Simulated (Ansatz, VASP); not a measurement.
## SiGe3 (random alloy of the diamond Si-Ge line, x = 0.75): VASP beside Ansatz

Wanted: the spread between two codes on one cell, functional and k mesh. The structure shown is the start of the Ansatz relaxation below; VASP solves that cell, so the two are compared at the walk's first step.

Main program and level: Ansatz 0.2.0; plane waves, with VASP 6.6.1 beside it; single point at PBE.

## 1. The starting structure

The cell holds 64 atoms: 16 Si and 48 Ge. Its edges and angles: a = 11.374 Å, b = 11.374 Å, c = 11.374 Å, α = 90.0°, β = 90.0°, γ = 90.0°. It derives from Ge. Diamond Si-Ge: 64 atoms, 48 of 64 Si sites given to Ge at random, cell and internal coordinates interpolated linearly between the end members (Vegard's rule); (so at first; earlier steps may have moved the atoms), displaced by a Gaussian of 0.02 A. Lattice constants are starting values near those of PBE.

## 2. Ansatz: relaxation, PBE

Ansatz runs on its default PAW (the set named soft_2) files.

The two programs are compared at the cell with which this relaxation starts, whose forces are those of its first step.

input.yaml reads:

```yaml
crystal:
  lattice:
    - [11.3745, 0.0, 0.0]
    - [0.0, 11.3745, 0.0]
    - [0.0, 0.0, 11.3745]
  atoms:
    - { symbol: Si, position: [0.00286, 0.99892, 0.99907] }
    - { symbol: Ge, position: [0.12311, 0.12652, 0.12095] }
    - { symbol: Si, position: [0.00307, 0.24866, 0.25056] }
    - { symbol: Si, position: [0.12456, 0.37757, 0.37138] }
    - { symbol: Si, position: [0.24943, 0.99932, 0.25199] }
    - { symbol: Ge, position: [0.37307, 0.1247, 0.37346] }
    - { symbol: Si, position: [0.25007, 0.25102, 0.99806] }
    - { symbol: Ge, position: [0.37701, 0.37659, 0.12588] }
    - { symbol: Ge, position: [0.00158, 0.9988, 0.49978] }
    - { symbol: Ge, position: [0.12335, 0.12453, 0.62593] }
    - { symbol: Ge, position: [0.99878, 0.2493, 0.74879] }
    - { symbol: Ge, position: [0.12351, 0.37382, 0.87498] }
    - { symbol: Ge, position: [0.24804, 0.00041, 0.75292] }
    - { symbol: Ge, position: [0.3763, 0.12466, 0.87344] }
    - { symbol: Ge, position: [0.24869, 0.25298, 0.50009] }
    - { symbol: Si, position: [0.37388, 0.37534, 0.62869] }
    - { symbol: Ge, position: [0.00021, 0.50109, 0.00053] }
    - { symbol: Ge, position: [0.12438, 0.62299, 0.12439] }
    - { symbol: Si, position: [0.99963, 0.75103, 0.25148] }
    - { symbol: Ge, position: [0.12664, 0.8755, 0.37656] }
    - { symbol: Ge, position: [0.24867, 0.5022, 0.2509] }
    - { symbol: Ge, position: [0.37448, 0.62586, 0.37487] }
    - { symbol: Ge, position: [0.25199, 0.75267, 0.00384] }
    - { symbol: Ge, position: [0.37254, 0.87246, 0.12411] }
    - { symbol: Si, position: [0.00028, 0.50154, 0.50055] }
    - { symbol: Si, position: [0.12144, 0.62446, 0.62646] }
    - { symbol: Si, position: [0.0004, 0.75134, 0.74961] }
    - { symbol: Ge, position: [0.12465, 0.87533, 0.87572] }
    - { symbol: Ge, position: [0.25035, 0.50021, 0.74882] }
    - { symbol: Si, position: [0.37566, 0.62521, 0.87699] }
    - { symbol: Si, position: [0.25211, 0.75033, 0.49934] }
    - { symbol: Ge, position: [0.37388, 0.87574, 0.62514] }
    - { symbol: Ge, position: [0.4994, 8.0e-05, 0.99891] }
    - { symbol: Ge, position: [0.62623, 0.12421, 0.12715] }
    - { symbol: Si, position: [0.50071, 0.25104, 0.24807] }
    - { symbol: Ge, position: [0.6253, 0.3763, 0.37332] }
    - { symbol: Ge, position: [0.74953, 6.0e-05, 0.24759] }
    - { symbol: Ge, position: [0.87555, 0.12649, 0.37349] }
    - { symbol: Ge, position: [0.75062, 0.24769, 0.99993] }
    - { symbol: Ge, position: [0.87216, 0.37697, 0.12572] }
    - { symbol: Ge, position: [0.49996, 0.99864, 0.50224] }
    - { symbol: Si, position: [0.62846, 0.12173, 0.62717] }
    - { symbol: Si, position: [0.50286, 0.25059, 0.74789] }
    - { symbol: Ge, position: [0.62652, 0.37468, 0.87394] }
    - { symbol: Ge, position: [0.74784, 0.00097, 0.75139] }
    - { symbol: Ge, position: [0.8739, 0.12592, 0.87299] }
    - { symbol: Si, position: [0.75141, 0.25008, 0.49967] }
    - { symbol: Ge, position: [0.87482, 0.37653, 0.62632] }
    - { symbol: Ge, position: [0.50093, 0.50024, 0.00014] }
    - { symbol: Ge, position: [0.62609, 0.62541, 0.1262] }
    - { symbol: Ge, position: [0.49945, 0.74572, 0.25183] }
    - { symbol: Ge, position: [0.62885, 0.87578, 0.37482] }
    - { symbol: Ge, position: [0.74976, 0.49979, 0.25003] }
    - { symbol: Ge, position: [0.87303, 0.62409, 0.37325] }
    - { symbol: Ge, position: [0.75044, 0.74948, 0.00087] }
    - { symbol: Ge, position: [0.87469, 0.87673, 0.12538] }
    - { symbol: Ge, position: [0.50385, 0.49667, 0.49886] }
    - { symbol: Ge, position: [0.62659, 0.62945, 0.62456] }
    - { symbol: Ge, position: [0.50008, 0.7496, 0.75234] }
    - { symbol: Ge, position: [0.62449, 0.8762, 0.87444] }
    - { symbol: Ge, position: [0.74776, 0.50055, 0.75088] }
    - { symbol: Ge, position: [0.87727, 0.62481, 0.87391] }
    - { symbol: Ge, position: [0.75099, 0.75042, 0.50049] }
    - { symbol: Ge, position: [0.87487, 0.87704, 0.62565] }
kpoints:
  mp_grid: { grid: [1, 1, 1] }
hamiltonian:
  xc: pbe
scf:
  occupations: { method: fixed }
output:
  forces: true
relax:
  f_tol: 0.05
  max_steps: 150
  cell: {}
```

Launch:

```
> ansatz run input.yaml --threads 4 --pin off --max-ram 8192MiB --backend cpu --events-out ev --progress --plain --runs-dir out
```

Numbers of over 12 decimals in the logs are rounded to 6 here.

The program printed:

```text
Engine: ansatz 0.2.0, aarch64-unknown-linux-gnu
Pseudopotentials: kind: paw
Pseudopotential: Si, paw, valence charge 4, recommended cutoff 420 eV (normal), Si.paw.azcp
Pseudopotential: Ge, paw, valence charge 14, recommended cutoff 420 eV (normal), Ge.paw.azcp
Functional definition: PBE
  parameter kappa = 0.804
  parameter beta = 0.066725
  exchange = pbe_x(kappa = kappa, mu = beta*pi^2/3)
  correlation = pbe_c(beta = beta)
Crystal: 64 atoms, lattice volume = 1471.624 Å³
Basis set: ecut = 420 eV, 28671 PW (Γ), exchange–correlation on 160×160×160 points (8 copies of the dense FFT grid, shifted against one another)
Bands: 442, of which v1, the nominal top of the filled ones, is band 368 counted from 1 (367 counted from 0)
Symmetry: 1 space group operations
Space group: P1 (ITA 1), of the structure as read, at distance tolerance 1.1e-4 Å
k-points: 1
Non-local potential: Si, projectors of the file, l = 0: 2, l = 1: 2, l = 2: 2
Non-local potential: Ge, projectors of the file, l = 0: 2, l = 1: 2, l = 2: 3, l = 3: 1
PAW form: soft (Blöchl's): semilocal exchange-correlation on the pseudo side does not see the compensation charge
PAW one-centre angular grid: Si, 110 points (default); XC on 64 Gauss nodes
PAW one-centre angular grid: Ge, 590 points (default); XC on 64 Gauss nodes
Initial density: superposition of atomic densities (neutral atoms: chi_scale 0, normalization atom), corrected by the library's trained network
Initial wavefunctions: pseudopotential atomic-orbital guess
Functional: x = pbe(κ = 0.804, μ = 0.219515), c = pbe(β = 0.066725)
SCF iter   1: F=—  HF=-216322.060731 eV  |F-HF|=—  |Δ(HF+E_count)|=         —  Δρ=2.15e-3  dr2=5.95e-2  ethr=1.77e-3  ⟨swp⟩=5.0  Hψ=1311  notcnv=0  defer=70
preconditioner: auto → Resta (q_TF=auto, 2.431 Å⁻¹)  ε∞=2.6  [insulator: Δε(μ)=0.163 eV  Ē_g=20.734 eV  n_scr=364 (ndim 8)  ℏωp=26.3 eV  f_vac=0.038  ε∞_Penn≈2.6]
SCF iter   2: F=—  HF=-216322.032680 eV  |F-HF|=—  |Δ(HF+E_count)|=   2.81e-2  Δρ=9.85e-4  dr2=1.57e-2  ethr=8.08e-6  ⟨swp⟩=2.0  Hψ=861  notcnv=0  defer=72
SCF iter   3: F=—  HF=-216322.030200 eV  |F-HF|=—  |Δ(HF+E_count)|=   2.48e-3  Δρ=5.37e-4  dr2=5.23e-3  ethr=2.14e-6  ⟨swp⟩=2.0  Hψ=743  notcnv=0  defer=72
SCF iter   4: F=—  HF=-216322.030064 eV  |F-HF|=—  |Δ(HF+E_count)|=   1.36e-4  Δρ=1.36e-4  dr2=3.31e-4  ethr=7.11e-7  ⟨swp⟩=2.0  Hψ=478  notcnv=0  defer=69
SCF iter   5: F=—  HF=-216322.030044 eV  |F-HF|=—  |Δ(HF+E_count)|=   1.97e-5  Δρ=5.44e-5  dr2=2.93e-4  ethr=4.50e-8  ⟨swp⟩=2.0  Hψ=741  notcnv=0  defer=69
SCF iter   6: F=—  HF=-216322.030014 eV  |F-HF|=—  |Δ(HF+E_count)|=   3.06e-5  Δρ=2.61e-5  dr2=1.19e-5  ethr=3.98e-8  ⟨swp⟩=2.0  Hψ=454  notcnv=0  defer=69
SCF iter   7: F=—  HF=-216322.031666 eV  |F-HF|=—  |Δ(HF+E_count)|=   1.65e-3  Δρ=1.07e-5  dr2=2.29e-6  ethr=1.62e-9  ⟨swp⟩=2.0  Hψ=741  notcnv=0  defer=69
SCF iter   8: F=—  HF=-216322.031666 eV  |F-HF|=—  |Δ(HF+E_count)|=   2.19e-7  Δρ=4.08e-6  dr2=1.82e-7  ethr=3.11e-10  ⟨swp⟩=2.0  Hψ=740  notcnv=0  defer=69
SCF iter   9: F=-216322.031666 eV  HF=-216322.031666 eV  |F-HF|=2.72e-8  |Δ(HF+E_count)|=   3.75e-8  Δρ=1.13e-6  dr2=4.29e-8  ethr=1.36e-11  ⟨swp⟩=4.0  Hψ=1245  notcnv=0
SCF 1 converged in 9 iterations: F = -216322.031666 eV  dr2 = 4.29e-8
  greatest PAW one-centre occupation: 0.998 electrons in one spin orbital (limit 2), on the Ge atom at site 9 (counted from 0), in its partial waves of l = 2
relax step   1: F+E_penalty+E_count = -216322.03166645 eV  Δ(F+E_penalty+E_count) = +0.000e0 eV  max|allowed force component| = 9.806e-1 eV/Å  Δτ_max = 0.0000 Å  P = -0.174 GPa  Ω = 1471.624 Å³  (9 SCF iters, dr2 threshold 1.00e-7 eV, accepted)
Crystal: 64 atoms, lattice volume = 1463.981 Å³
Basis set: ecut = 420 eV, 28495 PW (Γ), exchange–correlation on 160×160×160 points (8 copies of the dense FFT grid, shifted against one another)
Initial density: handed on by an earlier stage of this run
Initial wavefunctions: those handed on with the density
iter 1 solved again at ethr=4.30e-5 eV; its pass at ethr=3.10e-3 eV (dr2=3.17e-1 eV) is discarded
SCF iter   1: F=—  HF=-216322.854931 eV  |F-HF|=—  |Δ(HF+E_count)|=         —  Δρ=5.81e-3  dr2=3.26e-1  ethr=4.30e-5  ⟨swp⟩=2.0  Hψ=1426  notcnv=0  defer=72
preconditioner: auto → Resta (q_TF=auto, 2.433 Å⁻¹)  ε∞=2.6  [insulator: Δε(μ)=0.205 eV  Ē_g=20.706 eV  n_scr=364 (ndim 8)  ℏωp=26.3 eV  f_vac=0.044  ε∞_Penn≈2.6]
SCF iter   2: F=—  HF=-216322.821763 eV  |F-HF|=—  |Δ(HF+E_count)|=   3.32e-2  Δρ=2.92e-3  dr2=6.70e-2  ethr=4.30e-5  ⟨swp⟩=3.0  Hψ=465  notcnv=0  defer=72
SCF iter   3: F=—  HF=-216322.824696 eV  |F-HF|=—  |Δ(HF+E_count)|=   2.93e-3  Δρ=9.59e-4  dr2=2.14e-2  ethr=9.10e-6  ⟨swp⟩=3.0  Hψ=456  notcnv=0  defer=72
SCF iter   4: F=—  HF=-216322.823661 eV  |F-HF|=—  |Δ(HF+E_count)|=   1.04e-3  Δρ=1.92e-4  dr2=2.58e-3  ethr=2.91e-6  ⟨swp⟩=2.0  Hψ=476  notcnv=0  defer=72
[...]
atom  12  Ge    -0.00124192     0.00036358     0.00039971
  atom  13  Ge    -0.00045303    -0.00044326     0.00068177
  atom  14  Ge    -0.00029897     0.00024769     0.00020779
  atom  15  Ge    -0.00084537     0.00020308     0.00049542
  atom  16  Si    -0.00003113     0.00206054     0.00083777
  atom  17  Ge    -0.00006396     0.00072416     0.00092986
  atom  18  Ge    -0.00086406     0.00011335    -0.00083590
  atom  19  Si     0.00135409     0.00165633     0.00103914
  atom  20  Ge    -0.00025490    -0.00073567    -0.00068687
  atom  21  Ge     0.00022013    -0.00046355     0.00037962
  atom  22  Ge    -0.00074556     0.00042199     0.00016778
  atom  23  Ge     0.00010970     0.00089107    -0.00026300
  atom  24  Ge    -0.00018301     0.00200309    -0.00060454
  atom  25  Si    -0.00031874    -0.00114412    -0.00101416
  atom  26  Si     0.00109029     0.00024199    -0.00111011
  atom  27  Si    -0.00168043     0.00017527     0.00108078
  atom  28  Ge     0.00016244    -0.00002099    -0.00004558
  atom  29  Ge     0.00217907    -0.00034822     0.00020376
  atom  30  Si     0.00000237    -0.00040341    -0.00078382
  atom  31  Si     0.00043341    -0.00220853     0.00109026
  atom  32  Ge     0.00012223    -0.00047799     0.00026817
  atom  33  Ge     0.00013482     0.00022891    -0.00024844
  atom  34  Ge    -0.00112495     0.00078495     0.00051217
  atom  35  Si    -0.00006406    -0.00061835    -0.00086606
[...]
atom  57  Ge     0.00058407    -0.00066253     0.00051257
  atom  58  Ge    -0.00079224     0.00066698    -0.00100239
  atom  59  Ge     0.00011848    -0.00124601     0.00147811
  atom  60  Ge     0.00009147     0.00064474    -0.00005419
  atom  61  Ge    -0.00061138     0.00050097     0.00028807
  atom  62  Ge     0.00008295     0.00003185    -0.00017218
  atom  63  Ge     0.00044246    -0.00062317    -0.00097719
  atom  64  Ge    -0.00031022    -0.00024764    -0.00123030
  max |Σ_I F_I| component: 1.10e-6 eV/Å
--- Stress (GPa, compression-positive) ---
        0.001799       0.000866       0.000976
        0.000866       0.001974      -0.000022
        0.000976      -0.000022       0.002427
  P = ⅓ Tr σ = 0.0021 GPa (0.021 kbar)
--- Relaxed structure (4 steps of the walk, 4 accepted, 1 SCFs on fresh bases) ---
  F+E_penalty+E_count = -216322.88170974 eV   max|allowed force component| = 2.209e-3 eV/Å   (the final SCF, on the basis selected at the relaxed cell)
  cell:  # Å, volume = 1465.4781 Å³
    - [11.358578, 0.00113228, 0.00187701]
    - [0.00113228, 11.358104, -0.000504518]
    - [0.00187701, -0.000504518, 11.359247]
  atoms:
    - { symbol: Si, position: [0.00166051, 0.999801, 1.000908] }
    - { symbol: Ge, position: [0.125255, 0.125948, 0.125859] }
    - { symbol: Si, position: [0.002639, 0.252434, 0.253498] }
    - { symbol: Si, position: [0.121807, 0.375993, 0.376619] }
    - { symbol: Si, position: [0.249091, 1.000587, 0.249877] }
    - { symbol: Ge, position: [0.374090, 0.126234, 0.371384] }
    - { symbol: Si, position: [0.250659, 0.249364, 1.000630] }
    - { symbol: Ge, position: [0.373791, 0.371334, 0.125879] }
    - { symbol: Ge, position: [0.0011591, 1.000051, 0.499129] }
    - { symbol: Ge, position: [0.126008, 0.126276, 0.623943] }
    - { symbol: Ge, position: [1.000655, 0.250172, 0.750327] }
    - { symbol: Ge, position: [0.128815, 0.374149, 0.876577] }
    - { symbol: Ge, position: [0.249242, 0.000708513, 0.750210] }
    - { symbol: Ge, position: [0.375288, 0.130048, 0.873287] }
    - { symbol: Ge, position: [0.250068, 0.254972, 0.499213] }
    - { symbol: Si, position: [0.375956, 0.373885, 0.626357] }
    - { symbol: Ge, position: [0.00122315, 0.500058, 0.000670881] }
    - { symbol: Ge, position: [0.123778, 0.626364, 0.127377] }
    - { symbol: Si, position: [1.002077, 0.750674, 0.250253] }
    - { symbol: Ge, position: [0.127470, 0.873027, 0.373178] }
    - { symbol: Ge, position: [0.246313, 0.497363, 0.252888] }
    - { symbol: Ge, position: [0.371071, 0.624658, 0.379190] }
    - { symbol: Ge, position: [0.250312, 0.748640, -0.00139566] }
    - { symbol: Ge, position: [0.372178, 0.877449, 0.126229] }
    - { symbol: Si, position: [0.00448758, 0.500676, 0.499321] }
    - { symbol: Si, position: [0.124421, 0.625766, 0.622557] }
    - { symbol: Si, position: [0.00291198, 0.748083, 0.746668] }
    - { symbol: Ge, position: [0.121689, 0.874263, 0.874058] }
    - { symbol: Ge, position: [0.252200, 0.502016, 0.747240] }
    - { symbol: Si, position: [0.373494, 0.624702, 0.874499] }
    - { symbol: Si, position: [0.246530, 0.748381, 0.501430] }
    - { symbol: Ge, position: [0.372166, 0.872887, 0.623440] }
    - { symbol: Ge, position: [0.498558, 0.00267694, 1.000746] }
    - { symbol: Ge, position: [0.623059, 0.127141, 0.127651] }
    - { symbol: Si, position: [0.499162, 0.249486, 0.249901] }
    - { symbol: Ge, position: [0.623584, 0.369938, 0.376139] }
    - { symbol: Ge, position: [0.751929, 0.00200761, 0.250322] }
[...]
- { symbol: Si, position: [0.624748, 0.130214, 0.624666] }
    - { symbol: Si, position: [0.499459, 0.251162, 0.745154] }
[...]
- { symbol: Si, position: [0.748387, 0.249250, 0.501552] }
[...]
- { symbol: Ge, position: [0.497828, 0.496620, 0.502719] }
    - { symbol: Ge, position: [0.624136, 0.624197, 0.625324] }
    - { symbol: Ge, position: [0.497088, 0.747808, 0.751876] }
    - { symbol: Ge, position: [0.623635, 0.876053, 0.875011] }
    - { symbol: Ge, position: [0.751317, 0.499589, 0.748184] }
    - { symbol: Ge, position: [0.878564, 0.626197, 0.871651] }
    - { symbol: Ge, position: [0.751939, 0.749004, 0.500528] }
    - { symbol: Ge, position: [0.877390, 0.873868, 0.626692] }
```

(Continued in part 2 of 2.)

[Lines on the potential files, build, host, timing and source positions are cut from VASP's logs without a mark.]

[Logs are printed without paths, hosts, clocks, repeated set-up lines and the standing remarks that a program may print on its own settings, such as how far it seeks lower states.]

[Hosts, paths, dates, database ids (printed as entryN), source tags and the programs' standing remarks are cut or masked in the printed files.]
